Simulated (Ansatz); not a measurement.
# SiC (Moissanite 6H) (P6_3mc) in Ansatz: further runs

Aim: see how the results for SiC (Moissanite 6H) move with the level of theory and the settings. Levels: PBE, RPBE. Tasks: relaxation of cell and atoms, single point.

Everything below comes from runs of Ansatz 0.2.0. Logs are shortened: lines on timing, memory, paths and dates and some standing lists are left out, and cuts for length are marked.

### 1 The crystal as given

It takes space group P6_3mc (No. 186, hexagonal). The conventional cell has a = 3.095 Å, b = 3.095 Å, c = 15.170 Å, α = 90.00°, β = 90.00°, γ = 120.00°. Around Si (site symmetry 3m) lie 4 C at 1.90 Å. Si (site symmetry 3m) has 4 C at 1.90 Å as nearest neighbours. Si (site symmetry 3m) is surrounded by 4 C at 1.90 Å. C (site symmetry 3m) has 4 Si at 1.90 Å as nearest neighbours. C (site symmetry 3m) is surrounded by 4 Si at 1.90 Å. Around C (site symmetry 3m) lie 4 Si at 1.90 Å.

### 2 Relaxation of cell and atoms, PBE

Input file input.yaml:

```yaml
crystal:
  lattice:
    - [3.095, 0.0, 0.0]
    - [-1.5475, 2.6803486247, 0.0]
    - [0.0, 0.0, 15.17]
  atoms:
    - { symbol: Si, position: [0.6666666667, 0.3333333333, 0.4583] }
    - { symbol: Si, position: [0.3333333333, 0.6666666667, 0.9583] }
    - { symbol: Si, position: [0.6666666667, 0.3333333333, 0.7917] }
    - { symbol: Si, position: [0.3333333333, 0.6666666667, 0.2917] }
    - { symbol: Si, position: [0.0, 0.0, 0.625] }
    - { symbol: Si, position: [0.0, 0.0, 0.125] }
    - { symbol: C, position: [0.6666666667, 0.3333333333, 0.3333] }
    - { symbol: C, position: [0.3333333333, 0.6666666667, 0.8333] }
    - { symbol: C, position: [0.6666666667, 0.3333333333, 0.6667] }
    - { symbol: C, position: [0.3333333333, 0.6666666667, 0.1667] }
    - { symbol: C, position: [0.0, 0.0, 0.5] }
    - { symbol: C, position: [0.0, 0.0, 0.0] }
hamiltonian:
  xc: pbe
  pseudopotentials: { kind: paw }
kpoints:
  mp_grid: { grid: [10, 10, 2] }
scf:
  occupations: { method: fermi_dirac, width: 0.05 }
output:
  forces: true
  stress: true
relax:
  f_tol: 0.01
  max_steps: 40
  cell: { stress_tol: 0.05 }
```

Potentials or basis: Ansatz PAW.

Run with:

```
$ ansatz run input.yaml --threads 4 --pin off --max-ram 11264MiB --backend cpu --events-out ev --progress --plain --runs-dir out
```

The program printed:

```text
Warning: RAYON_NUM_THREADS=4 ignored (pool sized by the plan → 4); use --threads N
Engine: ansatz 0.2.0, x86_64-unknown-linux-gnu
Pseudopotentials: kind: paw
Pseudopotential: Si, paw, valence charge 4, recommended cutoff 420 eV (normal), Si.paw.azcp
Pseudopotential: C, paw, valence charge 4, recommended cutoff 420 eV (normal), C.paw.azcp
Functional definition: PBE
  parameter kappa = 0.804
  parameter beta = 0.06672455060314922
  exchange = pbe_x(kappa = kappa, mu = beta*pi^2/3)
  correlation = pbe_c(beta = beta)
Crystal: 12 atoms, lattice volume = 125.845 Å³
Basis set: ecut = 420 eV, 2451 PW (Γ), exchange–correlation on 48×48×216 points (8 copies of the dense FFT grid, shifted against one another)
Bands: 36, of which v1, the nominal top of the filled ones, is band 24 counted from 1 (23 counted from 0)
Symmetry: 12 space group operations
Space group: P63mc (ITA 186), of the structure as read, at distance tolerance 5.0e-5 Å
k-points: 28 of 200
Non-local potential: Si, projectors of the file, l = 0: 2, l = 1: 2, l = 2: 2
Non-local potential: C, projectors of the file, l = 0: 2, l = 1: 2, l = 2: 1
PAW form: soft (Blöchl's): semilocal exchange-correlation on the pseudo side does not see the compensation charge
PAW one-centre angular grid: Si, 110 points (default); XC on 64 Gauss nodes
PAW one-centre angular grid: C, 110 points (default); XC on 64 Gauss nodes
Initial density: superposition of atomic densities (neutral atoms: chi_scale 0, normalization atom), corrected by the library's trained network
Initial wavefunctions: pseudopotential atomic-orbital guess
Functional: x = pbe(κ = 0.804, μ = 0.2195149727645171), c = pbe(β = 0.06672455060314922)
SCF iter   1: F=—  HF=-5322.968314 eV  |F-HF|=—  |Δ(HF+E_count)|=         —  Δρ=2.74e-3  dr2=1.02e-2  ethr=1.77e-3  ⟨swp⟩=6.6  Hψ=5237  notcnv=0  defer=21
preconditioner: auto → none  [insulator: Δε(μ)=1.996 eV  Ē_g=11.843 eV  σ=0.050 eV  W_gap=1.00  n_scr=10 (ndim 8)  ℏωp=22.9 eV  f_vac=0.000  D(μ)=0.00/eV (n_scr^D=0)  ε∞_Penn≈4.7]
SCF iter   2: F=—  HF=-5322.967915 eV  |F-HF|=—  |Δ(HF+E_count)|=   3.99e-4  Δρ=7.22e-4  dr2=3.05e-4  ethr=2.12e-5  ⟨swp⟩=2.2  Hψ=1878  notcnv=0  defer=68
SCF iter   3: F=—  HF=-5322.968228 eV  |F-HF|=—  |Δ(HF+E_count)|=   3.13e-4  Δρ=2.95e-4  dr2=4.53e-5  ethr=6.35e-7  ⟨swp⟩=2.4  Hψ=1547  notcnv=0  defer=68
SCF iter   4: F=—  HF=-5322.968192 eV  |F-HF|=—  |Δ(HF+E_count)|=   3.67e-5  Δρ=4.51e-5  dr2=6.33e-6  ethr=9.44e-8  ⟨swp⟩=2.0  Hψ=1506  notcnv=0  defer=68
SCF iter   5: F=—  HF=-5322.968192 eV  |F-HF|=—  |Δ(HF+E_count)|=   3.29e-8  Δρ=1.42e-5  dr2=1.62e-7  ethr=1.32e-8  ⟨swp⟩=2.1  Hψ=1317  notcnv=0  defer=68
SCF iter   6: F=-5322.968192 eV  HF=-5322.968192 eV  |F-HF|=4.51e-9  |Δ(HF+E_count)|=   2.89e-7  Δρ=2.81e-6  dr2=7.24e-9  ethr=2.08e-10  ⟨swp⟩=4.1  Hψ=3134  notcnv=0
SCF 1 converged in 6 iterations: F = -5322.968192 eV  dr2 = 7.24e-9
relax step   1: F+E_penalty+E_count = -5322.96819190 eV  Δ(F+E_penalty+E_count) = +0.000e0 eV  max|allowed force component| = 1.415e-1 eV/Å  Δτ_max = 0.0000 Å  P = +0.234 GPa  Ω = 125.845 Å³  (6 SCF iters, dr2 threshold 1.00e-7 eV, accepted)
Crystal: 12 atoms, lattice volume = 125.920 Å³
Initial density: handed on by an earlier stage of this run
Initial wavefunctions: those handed on with the density
iter 1 solved again at ethr=6.60e-7 eV; its pass at ethr=3.10e-3 eV (dr2=3.17e-4 eV) is discarded
SCF iter   1: F=—  HF=-5322.969113 eV  |F-HF|=—  |Δ(HF+E_count)|=         —  Δρ=4.26e-4  dr2=3.43e-4  ethr=6.60e-7  ⟨swp⟩=2.5  Hψ=4004  notcnv=0
preconditioner: auto → none  [insulator: Δε(μ)=2.023 eV  Ē_g=11.848 eV  σ=0.050 eV  W_gap=1.00  n_scr=10 (ndim 8)  ℏωp=22.9 eV  f_vac=0.000  D(μ)=0.00/eV (n_scr^D=0)  ε∞_Penn≈4.7]
[... 55 lines left out ...]
SCF converged after 8 iterations
Free energy (F): -5322.969260 eV
Harris-Foulkes:  -5322.969260 eV  (|F-HF|=9.09e-13)
Internal energy: -5322.969260 eV  (E = F + TS)
E sigma→0 (E₀):  -5322.969260 eV
Fermi energy:    10.352950 eV
--- Per-component energies (eV) ---
  E_band       = 165.131687
  E_kinetic    = 809.586984
  E_local      = -633.384440  (includes V_loc(G=0)·N_el)
  E_nonlocal   = 309.947512
  E_hartree    = 194.025647
  E_xc         = -631.493893
  E_vxc        = -654.238398  (∫ρ·V_xc dr)
  E_paw        = -3672.108031  (= ΣΔE_a)
  E_vpaw       = -54.831334  (= ΣTr[D̂ρ^β])
  E_aug_tail   = 0.000071  (compensation charges beyond the density's cutoff)
  E_ewald      = -1699.543109
  E_smearing   = -0.000000  (= −TS)
  E_closure    = 0.000000  (closes the sum)
  Σ components = -5322.969260   (vs F -5322.969260, Δ=0.00e0)
--- Forces (eV/Å), atoms counted from 1 ---
  atom   1  Si    -0.00000000    -0.00000000     0.00210779
  atom   2  Si     0.00000000     0.00000000     0.00210779
  atom   3  Si     0.00000000     0.00000000     0.00508390
  atom   4  Si    -0.00000000    -0.00000000     0.00508390
  atom   5  Si     0.00000000     0.00000000     0.00102901
  atom   6  Si    -0.00000000    -0.00000000     0.00102901
  atom   7  C      0.00000000     0.00000000    -0.00372995
  atom   8  C     -0.00000000    -0.00000000    -0.00372995
  atom   9  C     -0.00000000    -0.00000000    -0.00484312
  atom  10  C      0.00000000     0.00000000    -0.00484312
  atom  11  C      0.00000000     0.00000000     0.00035242
  atom  12  C      0.00000000    -0.00000000     0.00035242
  max |Σ_I F_I| component: 8.15e-8 eV/Å
--- Stress (GPa, compression-positive) ---
       -0.002451      -0.000000      -0.000000
       -0.000000      -0.002451       0.000000
       -0.000000       0.000000      -0.007314
  P = ⅓ Tr σ = -0.0041 GPa (-0.041 kbar)
--- Relaxed structure (4 steps of the walk, 4 accepted, 1 SCFs on fresh bases) ---
  F+E_penalty+E_count = -5322.96925985 eV   max|allowed force component| = 5.084e-3 eV/Å   (the final SCF, on the basis selected at the relaxed cell)
  cell:  # Å, volume = 125.9866 Å³
    - [3.0949957198889173, 1.9031599152034493e-33, -5.947374735010779e-35]
    - [-1.5474978599444587, 2.680344918027909, 5.568771334381932e-20]
    - [-4.178278958970566e-33, 3.1517639296577194e-19, 15.187054118162077]
  atoms:
    - { symbol: Si, position: [0.6666666666666666, 0.3333333333333333, 0.45830299190115875] }
    - { symbol: Si, position: [0.3333333333333333, 0.6666666666666666, 0.9583029919011589] }
    - { symbol: Si, position: [0.6666666666666666, 0.3333333333333333, 0.7918102870810526] }
    - { symbol: Si, position: [0.3333333333333333, 0.6666666666666666, 0.29181028708105267] }
    - { symbol: Si, position: [1.9722073833369776e-21, 3.94441476667493e-21, 0.6250376642480047] }
    - { symbol: Si, position: [1.9722073833437906e-21, 3.944414766686976e-21, 0.12503766424800472] }
    - { symbol: C, position: [0.6666666666666666, 0.3333333333333333, 0.33332163891938166] }
    - { symbol: C, position: [0.3333333333333333, 0.6666666666666666, 0.8333216389193817] }
    - { symbol: C, position: [0.6666666666666666, 0.3333333333333333, 0.66684049866695] }
    - { symbol: C, position: [0.3333333333333333, 0.6666666666666666, 0.1668404986669502] }
    - { symbol: C, position: [-1.6393803957027383e-20, -3.278760791405482e-20, 0.4996869191834518] }
    - { symbol: C, position: [-1.639380395702398e-20, -3.278760791404935e-20, -0.0003130808165481813] }
```

Run time: 11 s. Hardware: 4 threads of Intel Xeon at 2.70GHz, shared host; peak memory 0.5 GiB.

Results:

```yaml
Free_energy: -5322.9693 eV
Relaxed_volume: 10.50 Å³/atom
Relaxed_cell: a = 3.095 Å, b = 3.095 Å, c = 15.187 Å, α = 90.00°, β = 90.00°, γ = 120.00°
Space_group_after_relaxing_to_0.05_Å: P6_3mc (No. 186)
Energy_gained_by_relaxing: 0.1 meV/atom
Ionic_steps: 5
Pressure_after_relaxing: 0.0 GPa
Largest_force_after_relaxing: 0.005 eV/Å
Band_gap_on_the_k_mesh: 2.03 eV
```

Forces in eV/Å, atoms in the order of the input:
```
Si   0.000  0.000  0.002
Si   0.000  0.000  0.002
Si   0.000  0.000  0.005
Si   0.000  0.000  0.005
Si   0.000  0.000  0.001
Si   0.000  0.000  0.001
C    0.000  0.000 -0.004
C    0.000  0.000 -0.004
C    0.000  0.000 -0.005
C    0.000  0.000 -0.005
C    0.000  0.000  0.000
C    0.000  0.000  0.000
```

The path:
| step | energy change (eV) | largest force (eV/Å) | volume (Å³) |
| --- | --- | --- | --- |
| 1 | 0.0000 | 0.1415 | 125.85 |
| 2 | -0.0007 | 0.0706 | 125.92 |
| 3 | -0.0008 | 0.0171 | 125.99 |
| 4 | -0.0009 | 0.0051 | 125.99 |
| 5 | -0.0011 | 0.0051 | 125.99 |

Final structure:
```cif
data_structure
_symmetry_space_group_name_H-M 'P 1'
_symmetry_Int_Tables_number 1
_cell_length_a 3.0950
_cell_length_b 3.0950
_cell_length_c 15.1871
_cell_angle_alpha 90.000
_cell_angle_beta 90.000
_cell_angle_gamma 120.000
_cell_volume 125.99
loop_
_atom_site_label
_atom_site_type_symbol
_atom_site_fract_x
_atom_site_fract_y
_atom_site_fract_z
_atom_site_occupancy
Si1 Si 0.66667 0.33333 0.45830 1
Si2 Si 0.33333 0.66667 0.95830 1
Si3 Si 0.66667 0.33333 0.79181 1
Si4 Si 0.33333 0.66667 0.29181 1
Si5 Si 0.00000 0.00000 0.62504 1
Si6 Si 0.00000 0.00000 0.12504 1
C1 C 0.66667 0.33333 0.33332 1
C2 C 0.33333 0.66667 0.83332 1
C3 C 0.66667 0.33333 0.66684 1
C4 C 0.33333 0.66667 0.16684 1
C5 C 0.00000 0.00000 0.49969 1
C6 C 0.00000 0.00000 0.99969 1
```

Caveat: the plane-wave basis is chosen anew once the cell has moved, so the energies of steps on either side of that aren't comparable.

### 3 Single point, PBE

Changes to input.yaml since step 2:

```diff
@@ -24,3 +24,3 @@
 scf:
-  occupations: { method: fermi_dirac, width: 0.05 }
+  occupations: { method: gaussian, width: 0.013 }
 output:
@@ -28,5 +28,2 @@
   stress: true
-relax:
-  f_tol: 0.01
-  max_steps: 40
-  cell: { stress_tol: 0.05 }
+  eigenvalues: true
```

Potentials or basis: Ansatz PAW.

Run with:

```
$ ansatz run input.yaml --threads 4 --pin off --max-ram 11264MiB --backend cpu --events-out ev --progress --plain --runs-dir out
```

It took 2.3 s on 4 threads of Intel Xeon at 2.70GHz, shared host; peak memory 0.47 GiB.

It converged, with:

* Free energy: -5322.9682 eV
* Pressure: 0.2 GPa
* Largest force: 0.142 eV/Å
* Band gap on the k mesh: 2.02 eV, indirect (least direct gap 3.12 eV)

Forces in eV/Å, atoms in the order of the input:
```
Si   0.000  0.000  0.055
Si   0.000  0.000  0.055
Si   0.000  0.000  0.025
Si   0.000  0.000  0.025
Si   0.000  0.000  0.042
Si   0.000  0.000  0.042
C    0.000  0.000 -0.014
C    0.000  0.000 -0.014
C    0.000  0.000  0.034
C    0.000  0.000  0.034
C    0.000  0.000 -0.142
C    0.000  0.000 -0.142
```

Stress tensor (GPa, compression positive):
```
-0.02  0.00  0.00
 0.00 -0.02  0.00
 0.00  0.00  0.74
```

Levels at points of the mesh, in eV from the valence-band top:
| k point | band 20 | band 21 | band 22 | band 23 | band 24 | band 25 | band 26 | band 27 | band 28 | band 29 |
| --- | --- | --- | --- | --- | --- | --- | --- | --- | --- | --- |
| (0.00, 0.00, 0.00) | -0.30 | -0.30 | -0.05 | 0.00 | 0.00 | 5.04 | 5.21 | 5.61 | 6.12 | 6.13 |
| (0.00, 0.00, -0.50) | -0.64 | -0.10 | -0.10 | -0.10 | -0.10 | 5.10 | 5.10 | 5.85 | 5.85 | 6.48 |
| (0.00, -0.50, 0.00) | -2.25 | -1.80 | -1.77 | -1.66 | -1.09 | 2.02 | 2.21 | 3.19 | 3.87 | 4.56 |
| (0.00, -0.50, -0.50) | -2.34 | -1.71 | -1.71 | -1.30 | -1.30 | 2.06 | 2.06 | 3.41 | 3.41 | 4.75 |

### 4 Single point, PBE

Changes to input.yaml since step 3:

```diff
@@ -24,3 +24,3 @@
 scf:
-  occupations: { method: gaussian, width: 0.013 }
+  occupations: { method: gaussian, width: 0.014 }
 output:
@@ -29 +29,5 @@
   eigenvalues: true
+  write_density: true
+  write_potential: true
+  elf: true
+  volumetric_format: npy
```

Potentials or basis: Ansatz PAW.

Run with:

```
$ ansatz run input.yaml --threads 4 --pin off --max-ram 11264MiB --backend cpu --events-out ev --progress --plain --runs-dir out
```

The program printed:

```text
Warning: RAYON_NUM_THREADS=4 ignored (pool sized by the plan → 4); use --threads N
[... 9 set-up lines as earlier in the session ...]
Crystal: 12 atoms, lattice volume = 125.845 Å³
Basis set: ecut = 420 eV, 2451 PW (Γ), exchange–correlation on 48×48×216 points (8 copies of the dense FFT grid, shifted against one another)
Bands: 36, of which v1, the nominal top of the filled ones, is band 24 counted from 1 (23 counted from 0)
[... 2 set-up lines as earlier in the session ...]
k-points: 28 of 200
[... 8 set-up lines as earlier in the session ...]
SCF iter   1: F=—  HF=-5322.968477 eV  |F-HF|=—  |Δ(HF+E_count)|=         —  Δρ=2.73e-3  dr2=1.01e-2  ethr=1.77e-3  ⟨swp⟩=7.0  Hψ=5234  notcnv=0  defer=10
preconditioner: auto → none  [insulator: Δε(μ)=1.996 eV  Ē_g=11.843 eV  σ=0.014 eV  W_gap=1.00  n_scr=10 (ndim 8)  ℏωp=22.9 eV  f_vac=0.000  D(μ)=0.00/eV (n_scr^D=0)  ε∞_Penn≈4.7]
SCF iter   2: F=—  HF=-5322.967914 eV  |F-HF|=—  |Δ(HF+E_count)|=   5.64e-4  Δρ=7.23e-4  dr2=3.09e-4  ethr=2.10e-5  ⟨swp⟩=2.4  Hψ=1981  notcnv=0  defer=182
SCF iter   3: F=—  HF=-5322.968224 eV  |F-HF|=—  |Δ(HF+E_count)|=   3.10e-4  Δρ=2.92e-4  dr2=4.45e-5  ethr=6.43e-7  ⟨swp⟩=2.5  Hψ=1540  notcnv=0  defer=182
SCF iter   4: F=—  HF=-5322.968192 eV  |F-HF|=—  |Δ(HF+E_count)|=   3.19e-5  Δρ=4.80e-5  dr2=7.32e-6  ethr=9.28e-8  ⟨swp⟩=2.0  Hψ=1488  notcnv=0  defer=182
SCF iter   5: F=—  HF=-5322.968192 eV  |F-HF|=—  |Δ(HF+E_count)|=   1.10e-7  Δρ=1.42e-5  dr2=1.58e-7  ethr=1.53e-8  ⟨swp⟩=2.1  Hψ=1300  notcnv=0  defer=182
SCF iter   6: F=-5322.968192 eV  HF=-5322.968192 eV  |F-HF|=4.28e-9  |Δ(HF+E_count)|=   2.92e-7  Δρ=2.80e-6  dr2=7.10e-9  ethr=2.08e-10  ⟨swp⟩=14.7  Hψ=7322  notcnv=0
SCF 1 converged in 6 iterations: F = -5322.968192 eV  dr2 = 7.10e-9
SCF converged after 6 iterations
Free energy (F): -5322.968192 eV
Harris-Foulkes:  -5322.968192 eV  (|F-HF|=4.28e-9)
Internal energy: -5322.968192 eV  (E = F + TS)
E sigma→0 (E₀):  -5322.968192 eV
Fermi energy:    10.371351 eV
--- Per-component energies (eV) ---
  E_band       = 165.667445
  E_kinetic    = 809.951918
  E_local      = -632.981331  (includes V_loc(G=0)·N_el)
  E_nonlocal   = 310.028003
  E_hartree    = 193.963904
  E_xc         = -631.614117
  E_vxc        = -654.395025  (∫ρ·V_xc dr)
  E_paw        = -3672.139341  (= ΣΔE_a)
  E_vpaw       = -54.864182  (= ΣTr[D̂ρ^β])
  E_aug_tail   = 0.000070  (compensation charges beyond the density's cutoff)
  E_ewald      = -1700.177298
  E_smearing   = -0.000000  (= −TS)
  E_closure    = 0.000000  (closes the sum)
  Σ components = -5322.968192   (vs F -5322.968192, Δ=0.00e0)
--- Forces (eV/Å), atoms counted from 1 ---
  atom   1  Si     0.00000000    -0.00000000     0.05503514
  atom   2  Si     0.00000000     0.00000000     0.05503514
  atom   3  Si     0.00000000     0.00000000     0.02506965
  atom   4  Si     0.00000000    -0.00000000     0.02506965
  atom   5  Si     0.00000000     0.00000000     0.04203430
  atom   6  Si     0.00000000    -0.00000000     0.04203430
  atom   7  C     -0.00000000     0.00000000    -0.01412277
  atom   8  C     -0.00000000    -0.00000000    -0.01412277
  atom   9  C      0.00000000    -0.00000000     0.03350569
  atom  10  C     -0.00000000     0.00000000     0.03350569
  atom  11  C     -0.00000000     0.00000000    -0.14152079
  atom  12  C     -0.00000000    -0.00000000    -0.14152079
  max |Σ_I F_I| component: 2.43e-6 eV/Å
--- Stress (GPa, compression-positive) ---
       -0.020216      -0.000000       0.000000
        0.000000      -0.020216      -0.000000
        0.000000      -0.000000       0.743128
  P = ⅓ Tr σ = 0.2342 GPa (2.342 kbar)
--- Band table (eV; the first three rows and the last of 28) ---
  k-point 0: bands = ["-5.9951", "-5.4826", "-5.4382", "-3.9646", "-3.9322", "-2.4673", "0.8400", "3.1593", "3.1924", "6.9434", "6.9611", "8.2098", "8.2098", "8.3951", "8.3951", "8.5070", "8.5070", "8.9695", "8.9695", "9.0610", "9.0610", "9.3139", "9.3590", "9.3590", "14.3948", "14.5676", "14.9721", "15.4798", "15.4903", "15.8859", "16.1905", "16.1905", "16.4208", "16.4208", "16.6407", "16.7190"]
  k-point 1: bands = ["-5.8606", "-5.8606", "-4.8098", "-4.8098", "-3.0017", "-3.0017", "1.5917", "1.5917", "5.0438", "5.0438", "8.2686", "8.2686", "8.2686", "8.2686", "8.5885", "8.5885", "8.7189", "8.7189", "8.7189", "8.7189", "9.2632", "9.2632", "9.2632", "9.2632", "14.4623", "14.4623", "15.2052", "15.2052", "15.8427", "15.8427", "16.2845", "16.2845", "16.2845", "16.2845", "16.6501", "16.6501"]
  k-point 2: bands = ["-5.8235", "-5.3136", "-5.2686", "-3.8043", "-3.7714", "-2.3234", "0.9958", "3.2677", "3.3003", "6.8426", "6.8761", "7.2770", "7.5847", "7.6837", "7.8866", "8.1404", "8.2213", "8.3566", "8.4417", "8.7420", "8.8328", "8.9029", "9.2037", "9.2856", "14.7083", "14.9400", "15.1180", "15.6219", "15.7412", "15.8537", "16.0826", "16.2006", "16.4404", "16.5452", "16.6649", "16.7045"]
  k-point 27: bands = ["-1.9400", "-1.9400", "-1.4627", "-1.4627", "-1.1354", "-1.1354", "1.8786", "1.8786", "2.1872", "2.1872", "2.5769", "2.5769", "3.7084", "3.7084", "4.3451", "4.3451", "4.8246", "4.8246", "6.0388", "6.0388", "6.9546", "6.9546", "7.1880", "7.1880", "13.0468", "13.0468", "13.6268", "13.6268", "15.0255", "15.0255", "16.4914", "16.4914", "17.6945", "17.6945", "18.2900", "18.2900"]
```

v_z.tsv:

```text
# z_ang	v_es[eV]	v_tot[eV]
# format = ansatz-planar-average/11
# xc	pbe
# density_cutoff_ev	1680
# datasets	Si=:simpson_from_first_knot:soft	C=:simpson_from_first_knot:soft
# lattice	3.095000000	0.000000000	0.000000000
# lattice	-1.547500000	2.680348625	0.000000000
# lattice	0.000000000	0.000000000	15.170000000
# sites	12
# site	14	1.547500000	0.893449542	6.952411000
# site	14	0.000000000	1.786899083	14.537411000
# site	14	1.547500000	0.893449542	12.010089000
# site	14	0.000000000	1.786899083	4.425089000
# site	14	0.000000000	0.000000000	9.481250000
# site	14	0.000000000	0.000000000	1.896250000
# site	6	1.547500000	0.893449542	5.056161000
# site	6	0.000000000	1.786899083	12.641161000
# site	6	1.547500000	0.893449542	10.113839000
# site	6	0.000000000	1.786899083	2.528839000
# site	6	0.000000000	0.000000000	7.585000000
# site	6	0.000000000	0.000000000	0.000000000
0.000000	-3.079774e0	-1.592189e1
0.140463	-1.445199e-1	-1.248497e1
0.280926	3.099393e0	-8.621254e0
0.421389	6.243324e0	-4.739188e0
0.561852	8.785761e0	-1.460269e0
0.702315	1.012268e1	5.172318e-1
[... 100 lines left out ...]
14.889074	-5.850008e0	-1.947401e1
15.029537	-5.060463e0	-1.836769e1
```

Wall time 3.1 s (4 threads of Intel Xeon at 2.70GHz, shared host); peak memory 0.49 GiB.

What came out:

```yaml
Free_energy: -5322.9682 eV
Pressure: 0.2 GPa
Largest_force: 0.142 eV/Å
Band_gap_on_the_k_mesh: 2.02 eV, indirect (least direct gap 3.12 eV)
```

Forces on the atoms (eV/Å):
```
Si   0.000  0.000  0.055
Si   0.000  0.000  0.055
Si   0.000  0.000  0.025
Si   0.000  0.000  0.025
Si   0.000  0.000  0.042
Si   0.000  0.000  0.042
C    0.000  0.000 -0.014
C    0.000  0.000 -0.014
C    0.000  0.000  0.034
C    0.000  0.000  0.034
C    0.000  0.000 -0.142
C    0.000  0.000 -0.142
```

Levels at points of the mesh, in eV from the valence-band top:
```
             k point  band 21  band 22  band 23  band 24  band 25  band 26  band 27  band 28
  (0.00, 0.00, 0.00)    -0.30    -0.05     0.00     0.00     5.04     5.21     5.61     6.12
 (0.00, 0.00, -0.50)    -0.10    -0.10    -0.10    -0.10     5.10     5.10     5.85     5.85
 (0.00, -0.50, 0.00)    -1.80    -1.77    -1.66    -1.09     2.02     2.21     3.19     3.87
(0.00, -0.50, -0.50)    -1.71    -1.71    -1.30    -1.30     2.06     2.06     3.41     3.41
```

A k mesh can miss the band edges. Expect the measured gap to be larger: semilocal functionals such as PBE lack the derivative discontinuity.

[end of part 1 of 2]
